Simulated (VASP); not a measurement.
# CdSe (P6_3mc) in VASP: notebook, part 2 of 2

VASP 6.6.1. Earlier steps stand in the parts before.

### 3 Single point, r2SCAN (29.73 Å³/atom)

This run uses another cell than the first one, of 29.73 Å³/atom.

Contents of POSCAR:

```
CdSe
1.0
    4.3837170985      0.0000000000      0.0000000000
   -2.1918585492      3.7964103703      0.0000000000
    0.0000000000      0.0000000000      7.1461715426
Cd Se
2 2
Direct
    0.3333333333      0.6666666667      0.0045109635
    0.6666666667      0.3333333333      0.5045109635
    0.3333333333      0.6666666667      0.3804890365
    0.6666666667      0.3333333333      0.8804890365
```

Contents of INCAR.step1:

```
SYSTEM = CdSe
PREC     = Accurate       ! precision mode
ENCUT    = 520            ! plane-wave cutoff, eV
ISMEAR   = 0              ! smearing method
SIGMA    = 0.02           ! smearing width, eV
LREAL    = .False.        ! projectors in reciprocal space
LASPH    = .True.         ! aspherical terms in the spheres
NELM     = 60             ! most SCF steps
NBANDS   = 26             ! bands
GGA      = PE             ! functional
ALGO     = Normal         ! electronic algorithm
EDIFF    = 1E-4           ! SCF threshold, eV
LWAVE    = .True.         ! write WAVECAR
LCHARG   = .False.        ! write CHGCAR
```

Contents of INCAR.step2:

```
SYSTEM = CdSe
PREC     = Accurate       ! precision mode
ENCUT    = 520            ! plane-wave cutoff, eV
EDIFF    = 1E-6           ! SCF threshold, eV
ISMEAR   = 0              ! smearing method
SIGMA    = 0.02           ! smearing width, eV
LREAL    = .False.        ! projectors in reciprocal space
LASPH    = .True.         ! aspherical terms in the spheres
NELM     = 60             ! most SCF steps
ALGO     = Normal         ! electronic algorithm
ISIF     = 2              ! what is computed and relaxed
LWAVE    = .False.        ! write WAVECAR
LCHARG   = .True.         ! write CHGCAR
METAGGA  = R2SCAN         ! meta-GGA
LMIXTAU  = .True.       
LELF     = .True.         ! ELF
LVHAR    = .True.       
NBANDS   = 26             ! bands
ISTART   = 1
```

Contents of KPOINTS:

```
regular mesh
0
Gamma
  6 6 4
  0 0 0
```

Potentials or basis: VASP PAW PBE potentials, release 64 (Cd, Se).

Run with:

```console
$ cat potpaw_PBE.64/Cd/POTCAR potpaw_PBE.64/Se/POTCAR > POTCAR
$ cp INCAR.step1 INCAR
$ mpirun -np 1 vasp_std > vasp.out
$ cp INCAR.step2 INCAR
$ mpirun -np 1 vasp_std > vasp.out
```

OUTCAR:

```text
SYSTEM = CdSe
   PREC = Accurate
   ENCUT = 520
   EDIFF = 1E-6
   ISMEAR = 0
   LREAL = .False.
   LASPH = .True.
   NELM = 60
   ISIF = 2
   METAGGA = R2SCAN
   ISTART = 1

 ion  position               nearest neighbor table
   1  0.333  0.667  0.005-   4 2.68   4 2.68   4 2.68   3 2.69
   2  0.667  0.333  0.505-   3 2.68   3 2.68   3 2.68   4 2.69
   3  0.333  0.667  0.380-   2 2.68   2 2.68   2 2.68   1 2.69
   4  0.667  0.333  0.880-   1 2.68   1 2.68   1 2.68   2 2.69

  LATTYP: Found a hexagonal cell.
 ALAT       =     4.3837170985
 C/A-ratio  =     1.6301625725

  Lattice vectors:

 A1 = (   4.3837170985,   0.0000000000,   0.0000000000)
 A2 = (  -2.1918585492,   3.7964103703,   0.0000000000)
 A3 = (   0.0000000000,   0.0000000000,   7.1461715426)

Analysis of symmetry for initial positions (statically):
=====================================================================
 Subroutine PRICEL returns:
 Original cell was already a primitive cell.

 Routine SETGRP: Setting up the symmetry group for a
 hexagonal supercell.

 Subroutine GETGRP returns: Found 12 space group operations
 (whereof  6 operations were pure point group operations)
 out of a pool of 24 trial point group operations.

The static configuration has the point symmetry C_3v.
 The point group associated with its full space group is C_6v.

Analysis of symmetry for dynamics (positions and initial velocities):
=====================================================================
 Subroutine PRICEL returns:
 Original cell was already a primitive cell.

 Routine SETGRP: Setting up the symmetry group for a
 hexagonal supercell.

 Subroutine GETGRP returns: Found 12 space group operations
 (whereof  6 operations were pure point group operations)
 out of a pool of 24 trial point group operations.

The dynamic configuration has the point symmetry C_3v.
 The point group associated with its full space group is C_6v.

 Subroutine INISYM returns: Found 12 space group operations
 (whereof  6 operations are pure point group operations),
 and found     1 'primitive' translations
[... 115 lines left out ...]
     AMIX_MAG =   1.60;   BMIX_MAG =  1.00
  volume/ion in A,a.u.               =      29.73       200.64
  Fermi-wavevector in a.u.,A,eV,Ry     =   1.099207  2.077199 16.439307  1.208255
  Thomas-Fermi vector in A             =   2.235597
   LORBIT       =      0    0 simple, 1 ext, 2 COOP (PROOUT), +10 PAW based schemes
   METAGGA = R2SCAN    functional components
   LHFCALC =     F    Hartree Fock is set to
   AEXX    =    0.0000 exact exchange contribution
   IVDW    =     0    specifies the selected vdW correction
   LEPSILON=     F    determine dielectric tensor
   LRPA    =     F    only Hartree local field effects (RPA)
 non-spin polarized calculation
 Gauss-broadening in eV      SIGMA  =   0.02
  energy-cutoff  :      520.00
  volume of cell :      118.93
 maximum number of plane-waves:      3236
 NGX is ok and might be reduce to    36
   NGX = 17   NGY = 17   NGZ = 27

 number of electron      36.0000002 magnetization

 Free energy of the ion-electron system (eV)
  ---------------------------------------------------
  ext. energy  EPLUGINS =         0.00000000
  ---------------------------------------------------
  free energy    TOTEN  =       -71.81917777 eV

  energy without entropy =      -71.81917777  energy(sigma->0) =      -71.81917777

 E-fermi :   0.3306     XC(G=0):  -9.1569

 val. band max:        0.2213751702   @ k =   0.0000   0.0000   0.0000
 cond. band min:       1.2437834917   @ k =   0.0000   0.0000   0.0000
 fundamental gap:      1.0224083214
 Fermi energy:         0.3305512223

 k-point     1 :       0.0000    0.0000    0.0000
  band No.  band energies     occupation
      1     -12.4964      2.00000
      2     -12.1589      2.00000
      3      -7.7717      2.00000
      4      -7.7661      2.00000
      5      -7.7661      2.00000
      6      -7.7033      2.00000
[... 598 lines left out ...]
     25       9.4886      0.00000
     26       9.4886      0.00000

------------------------ aborting loop because EDIFF is reached ----------------------------------------

  FORCE on cell =-STRESS in cart. coord.  units (eV):
  Direction    XX          YY          ZZ          XY          YZ          ZX
  --------------------------------------------------------------------------------------
  -------------------------------------------------------------------------------------
  Total       -0.8960595     -0.8960595     -0.8943285     -0.0000000      0.0000000      0.0000000
  in kB      -12.0714183    -12.0714183    -12.0481000     -0.0000000      0.0000000      0.0000000
  external PRESSURE =     -12.0636455 kB  Pullay stress =       0.0000000 kB

 VOLUME and BASIS-vectors are now :
 -----------------------------------------------------------------------------
  energy-cutoff  :      520.00
  volume of cell :      118.93
      direct lattice vectors                 reciprocal lattice vectors
     4.383717099  0.000000000  0.000000000     0.228116910  0.131703360  0.000000000
    -2.191858549  3.796410370  0.000000000     0.000000000  0.263406719  0.000000000
     0.000000000  0.000000000  7.146171543     0.000000000  0.000000000  0.139935068

 POSITION                                       TOTAL-FORCE (eV/Angst)
 -----------------------------------------------------------------------------------
     -0.00000      2.53094      0.03224         0.000000     -0.000000     -0.001314
      2.19186      1.26547      3.60532        -0.000000      0.000000     -0.001314
     -0.00000      2.53094      2.71904         0.000000     -0.000000      0.001314
      2.19186      1.26547      6.29213        -0.000000     -0.000000      0.001314
 -----------------------------------------------------------------------------------
    total drift:                               -0.000000     -0.000000      0.003717

  FREE ENERGIE OF THE ION-ELECTRON SYSTEM (eV)
  ---------------------------------------------------
  free  energy   TOTEN  =       -71.8191777655 eV

  energy  without entropy=      -71.8191777655  energy(sigma->0) =      -71.81917777
```

OUTCAR.step1:

```text
SYSTEM = CdSe
   PREC = Accurate
   ENCUT = 520
   ISMEAR = 0
   LREAL = .False.
   LASPH = .True.
   NELM = 60
[... 834 lines left out ...]
      2.19186      1.26547      3.60532        -0.000000      0.000000      0.000575
     -0.00000      2.53094      2.71904         0.000000     -0.000000     -0.000575
      2.19186      1.26547      6.29213         0.000000      0.000000     -0.000575
 -----------------------------------------------------------------------------------
    total drift:                               -0.000000     -0.000000      0.000770

  FREE ENERGIE OF THE ION-ELECTRON SYSTEM (eV)
  ---------------------------------------------------
  free  energy   TOTEN  =       -10.9906650711 eV

  energy  without entropy=      -10.9906650711  energy(sigma->0) =      -10.99066507
```

It took 7.2 min on 1 thread of Intel Xeon 8259CL, shared host; peak memory 0.3 GiB.

Results:

- Free energy: -71.8192 eV
- Pressure: -1.2 GPa
- Band gap on the k mesh: 1.02 eV

Caveat: the PAW data sets were made with another functional, which shifts forces and pressure a little.

### 4 Single point, r2SCAN (30.60 Å³/atom)

This run uses another cell than the first one, of 30.60 Å³/atom.

Contents of POSCAR:

```
CdSe
1.0
    4.4258708104      0.0000000000      0.0000000000
   -2.2129354052      3.8329165557      0.0000000000
    0.0000000000      0.0000000000      7.2148889460
Cd Se
2 2
Direct
    0.3333333333      0.6666666667      0.0045109635
    0.6666666667      0.3333333333      0.5045109635
    0.3333333333      0.6666666667      0.3804890365
    0.6666666667      0.3333333333      0.8804890365
```

Contents of INCAR.step1:

```
ALGO     = Normal         # electronic algorithm
EDIFF    = 1E-4           # SCF threshold, eV
ENCUT    = 520            # plane-wave cutoff, eV
GGA      = PE             # functional
ISMEAR   = 0              # smearing method
LASPH    = T              # aspherical terms in the spheres
LCHARG   = F              # write CHGCAR
LREAL    = F              # projectors in reciprocal space
LWAVE    = T              # write WAVECAR
NBANDS   = 26             # bands
NELM     = 80             # most SCF steps
PREC     = Accurate       # precision mode
SIGMA    = 0.02           # smearing width, eV
```

Contents of INCAR.step2:

```
ALGO     = Normal         # electronic algorithm
EDIFF    = 1E-6           # SCF threshold, eV
ENCUT    = 520            # plane-wave cutoff, eV
ISIF     = 2              # what is computed and relaxed
ISMEAR   = 0              # smearing method
ISTART   = 1            
LASPH    = T              # aspherical terms in the spheres
LCHARG   = T              # write CHGCAR
LELF     = T              # ELF
LMIXTAU  = T            
LREAL    = F              # projectors in reciprocal space
LVHAR    = T            
LWAVE    = F              # write WAVECAR
METAGGA  = R2SCAN         # meta-GGA
NBANDS   = 26             # bands
NELM     = 80             # most SCF steps
PREC     = Accurate       # precision mode
SIGMA    = 0.02           # smearing width, eV
```

Contents of KPOINTS:

```
k-points
0
Gamma
  6 6 4
```

Potentials or basis: VASP PAW PBE potentials, release 64 (Cd, Se).

Run with:

```console
$ cat potpaw_PBE.64/Cd/POTCAR potpaw_PBE.64/Se/POTCAR > POTCAR
$ cp INCAR.step1 INCAR
$ mpirun -np 1 vasp_std > vasp.out
$ cp INCAR.step2 INCAR
$ mpirun -np 1 vasp_std > vasp.out
```

OUTCAR:

```text
EDIFF = 1E-6
   ENCUT = 520
   ISIF = 2
   ISMEAR = 0
   ISTART = 1
   LASPH = T
   LREAL = F
   METAGGA = R2SCAN
   NELM = 80
   PREC = Accurate

 ion  position               nearest neighbor table
   1  0.333  0.667  0.005-   4 2.71   4 2.71   4 2.71   3 2.71
   2  0.667  0.333  0.505-   3 2.71   3 2.71   3 2.71   4 2.71
   3  0.333  0.667  0.380-   2 2.71   2 2.71   2 2.71   1 2.71
   4  0.667  0.333  0.880-   1 2.71   1 2.71   1 2.71   2 2.71

  LATTYP: Found a hexagonal cell.
 ALAT       =     4.4258708104
 C/A-ratio  =     1.6301625725

  Lattice vectors:

 A1 = (   4.4258708104,   0.0000000000,   0.0000000000)
 A2 = (  -2.2129354052,   3.8329165557,   0.0000000000)
 A3 = (   0.0000000000,   0.0000000000,   7.2148889460)

Analysis of symmetry for initial positions (statically):
=====================================================================
 Subroutine PRICEL returns:
 Original cell was already a primitive cell.

 Routine SETGRP: Setting up the symmetry group for a
 hexagonal supercell.

 Subroutine GETGRP returns: Found 12 space group operations
 (whereof  6 operations were pure point group operations)
 out of a pool of 24 trial point group operations.

The static configuration has the point symmetry C_3v.
 The point group associated with its full space group is C_6v.

Analysis of symmetry for dynamics (positions and initial velocities):
=====================================================================
 Subroutine PRICEL returns:
 Original cell was already a primitive cell.

 Routine SETGRP: Setting up the symmetry group for a
 hexagonal supercell.

 Subroutine GETGRP returns: Found 12 space group operations
 (whereof  6 operations were pure point group operations)
[... 116 lines left out ...]
   EMIN   =  10.00;   EMAX   =-10.00  energy-range for DOS
   EFERMI =   0.00;   METHOD = LEGACY
   ISMEAR =     0;   SIGMA  =   0.02  broadening in eV -4-tet -1-fermi 0-gaus
   EFERMI_NEDOS =   21; number of points for ismear=-14 and -15
   IALGO  =     38    algorithm
   IMIX   =      4    mixing-type and parameters
     AMIX     =   0.40;   BMIX     =  1.00
     AMIX_MAG =   1.60;   BMIX_MAG =  1.00
  volume/ion in A,a.u.               =      30.60       206.49
  Fermi-wavevector in a.u.,A,eV,Ry     =   1.088737  2.057415 16.127649  1.185349
  Thomas-Fermi vector in A             =   2.224925
   LORBIT       =      0    0 simple, 1 ext, 2 COOP (PROOUT), +10 PAW based schemes
   METAGGA = R2SCAN    functional components
   LHFCALC =     F    Hartree Fock is set to
   AEXX    =    0.0000 exact exchange contribution
   IVDW    =     0    specifies the selected vdW correction
   LEPSILON=     F    determine dielectric tensor
   LRPA    =     F    only Hartree local field effects (RPA)
 non-spin polarized calculation
 Gauss-broadening in eV      SIGMA  =   0.02
  energy-cutoff  :      520.00
  volume of cell :      122.39
 maximum number of plane-waves:      3309
 NGX is ok and might be reduce to    36
   NGX = 17   NGY = 17   NGZ = 27

 number of electron      36.0000005 magnetization

 Free energy of the ion-electron system (eV)
  ---------------------------------------------------
  ext. energy  EPLUGINS =         0.00000000
  ---------------------------------------------------
  free energy    TOTEN  =       -71.77959324 eV

  energy without entropy =      -71.77959324  energy(sigma->0) =      -71.77959324

 E-fermi :   0.1174     XC(G=0):  -9.0230

 val. band max:        0.0142798284   @ k =   0.0000   0.0000   0.0000
 cond. band min:       0.9672701819   @ k =   0.0000   0.0000   0.0000
 fundamental gap:      0.9529903535
 Fermi energy:         0.1174211923

 k-point     1 :       0.0000    0.0000    0.0000
  band No.  band energies     occupation
      1     -12.5575      2.00000
      2     -12.2432      2.00000
      3      -7.9078      2.00000
      4      -7.9026      2.00000
      5      -7.9025      2.00000
      6      -7.8450      2.00000
[... 598 lines left out ...]
     25       9.1573      0.00000
     26       9.1573      0.00000

------------------------ aborting loop because EDIFF is reached ----------------------------------------

  FORCE on cell =-STRESS in cart. coord.  units (eV):
  Direction    XX          YY          ZZ          XY          YZ          ZX
  --------------------------------------------------------------------------------------
  -------------------------------------------------------------------------------------
  Total       -1.8606582     -1.8606582     -1.8617506      0.0000000      0.0000000      0.0000000
  in kB      -24.3567560    -24.3567560    -24.3710552      0.0000000      0.0000000      0.0000000
  external PRESSURE =     -24.3615224 kB  Pullay stress =       0.0000000 kB

 VOLUME and BASIS-vectors are now :
 -----------------------------------------------------------------------------
  energy-cutoff  :      520.00
  volume of cell :      122.39
      direct lattice vectors                 reciprocal lattice vectors
     4.425870810  0.000000000  0.000000000     0.225944236  0.130448966  0.000000000
    -2.212935405  3.832916556  0.000000000     0.000000000  0.260897931  0.000000000
     0.000000000  0.000000000  7.214888946     0.000000000  0.000000000  0.138602272

 POSITION                                       TOTAL-FORCE (eV/Angst)
 -----------------------------------------------------------------------------------
     -0.00000      2.55528      0.03255         0.000000     -0.000000     -0.002646
      2.21294      1.27764      3.63999        -0.000000      0.000000     -0.002646
     -0.00000      2.55528      2.74519         0.000000      0.000000      0.002646
      2.21294      1.27764      6.35263        -0.000000     -0.000000      0.002646
 -----------------------------------------------------------------------------------
    total drift:                               -0.000000     -0.000000      0.004388

  FREE ENERGIE OF THE ION-ELECTRON SYSTEM (eV)
  ---------------------------------------------------
  free  energy   TOTEN  =       -71.7795932357 eV

  energy  without entropy=      -71.7795932357  energy(sigma->0) =      -71.77959324
```

OUTCAR.step1:

```text
EDIFF = 1E-4
   ENCUT = 520
   GGA = PE
   ISMEAR = 0
[... 835 lines left out ...]
     -0.00000      2.55528      0.03255         0.000000      0.000000     -0.000729
      2.21294      1.27764      3.63999        -0.000000     -0.000000     -0.000729
     -0.00000      2.55528      2.74519        -0.000000     -0.000000      0.000729
      2.21294      1.27764      6.35263         0.000000     -0.000000      0.000729
 -----------------------------------------------------------------------------------
    total drift:                               -0.000000     -0.000000      0.000854

  FREE ENERGIE OF THE ION-ELECTRON SYSTEM (eV)
  ---------------------------------------------------
  free  energy   TOTEN  =       -10.9833230772 eV

  energy  without entropy=      -10.9833230772  energy(sigma->0) =      -10.98332308
```

OSZICAR.step1:

```text
N       E                     dE             d eps       ncg     rms          rms(c)
DAV:   1     0.236187336146E+03    0.23619E+03   -0.16683E+04  1092   0.123E+03
DAV:   2     0.133193302926E+01   -0.23486E+03   -0.22690E+03  1190   0.304E+02
DAV:   3    -0.116483377336E+02   -0.12980E+02   -0.12899E+02  1290   0.707E+01
DAV:   4    -0.117662185620E+02   -0.11788E+00   -0.11773E+00  1176   0.637E+00
DAV:   5    -0.117669583090E+02   -0.73975E-03   -0.73971E-03  1270   0.490E-01    0.739E+00
DAV:   6    -0.110138134974E+02    0.75314E+00   -0.12990E+00  1222   0.104E+01    0.600E+00
DAV:   7    -0.109823748521E+02    0.31439E-01   -0.44788E-01  1152   0.335E+00    0.257E+00
DAV:   8    -0.109829235713E+02   -0.54872E-03   -0.37067E-02  1142   0.187E+00    0.347E-01
DAV:   9    -0.109830039221E+02   -0.80351E-04   -0.57243E-03  1194   0.806E-01    0.845E-02
DAV:  10    -0.109832324882E+02   -0.22857E-03   -0.73172E-04  1146   0.271E-01    0.706E-02
DAV:  11    -0.109833230772E+02   -0.90589E-04   -0.22070E-04   966   0.818E-02
   1 F= -.10983323E+02 E0= -.10983323E+02  d E =-.113189E-12
```

It took 7.7 min on 1 thread of Intel Xeon 8259CL, shared host; peak memory 0.31 GiB.

Results:

* Free energy: -71.7796 eV
* Pressure: -2.4 GPa
* Band gap on the k mesh: 0.95 eV

Forces in eV/Å, atoms in the order of the input:
```
Cd   0.000  0.000 -0.003
Cd   0.000  0.000 -0.003
Se   0.000  0.000  0.003
Se   0.000  0.000  0.003
```

Caveat: the PAW data sets were made with another functional, which shifts forces and pressure a little.

### 5 The runs side by side

| cell | gap on the mesh (eV) | pressure (GPa) |
| --- | --- | --- |
| a = 4.341, b = 4.341, c = 7.076 Å, angles 90.0, 90.0, 120.0°, 4 atoms | 1.09 | 0.2 |
| a = 4.384, b = 4.384, c = 7.146 Å, angles 90.0, 90.0, 120.0°, 4 atoms | 1.02 | -1.2 |
| a = 4.426, b = 4.426, c = 7.215 Å, angles 90.0, 90.0, 120.0°, 4 atoms | 0.95 | -2.4 |

Alike in all rows: task single point; level r2SCAN; potentials or basis VASP PAW PBE potentials, release 64 (Cd, Se); no spin polarisation; k mesh 6 × 6 × 4; cutoff (eV) 520; smearing gaussian 0.02 eV.

Caveats: the PAW data sets were made with another functional, which shifts forces and pressure a little.

Total energies depend on the potentials used, so only differences within one code and one set of settings carry meaning.

### 6 Comparison with measurements

Step 2. Measured gap of CdSe: 1.841 eV (2 K; a printed reference work, data compilation). This calculation gives 1.09 eV (-0.75 eV). Spin-orbit coupling on Cd, Se is left out. The value is that of r2SCAN, without temperature or zero-point motion.
